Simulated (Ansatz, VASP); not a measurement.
## One calculation of Pt, two programs

```
CELL_PARAMETERS angstrom
0.00000 1.95790 1.92853
1.95790 0.00000 1.92853
1.95790 1.95790 0.00000
ATOMIC_POSITIONS crystal
Pt 0.00000 0.00000 0.00000
```

Change from the starting cell: strain +0.000 along x and y, -0.015 along z, atoms carried along.

Alike in both runs: task single point; functional PBEsol; k mesh 20 × 20 × 20; occupations gaussian, width 0.15 eV; no spin polarisation.

```csv
,VASP,Ansatz
version,VASP 6.6.1,Ansatz 0.2.0
potentials or method,"VASP PAW PBE potentials, release 64 (Pt)","scalar-relativistic, plane waves, PAW"
plane-wave cutoff (eV),520,420
valence electrons in the cell,10,18
```

Ansatz gave:

| Item | Value |
| --- | --- |
| gap on the k mesh at the Fermi level (eV) | none |
| pressure (GPa) | 5.2 |
| largest component of the traceless stress (GPa) | 1.05 |

Question: Estimate VASP's values.

Answer: gap on the k mesh at the Fermi level (eV): none; pressure (GPa): 4.8; largest component of the traceless stress (GPa): 1.05.

A gap of «none» marks a metal or a gap that the smearing closes. The two sets of potentials don't hold the same shells in valence.

Caveats: the PAW data sets were made with another functional, which shifts forces and pressure a little (VASP). Spin-orbit coupling is left out, which matters for the levels of Pt.
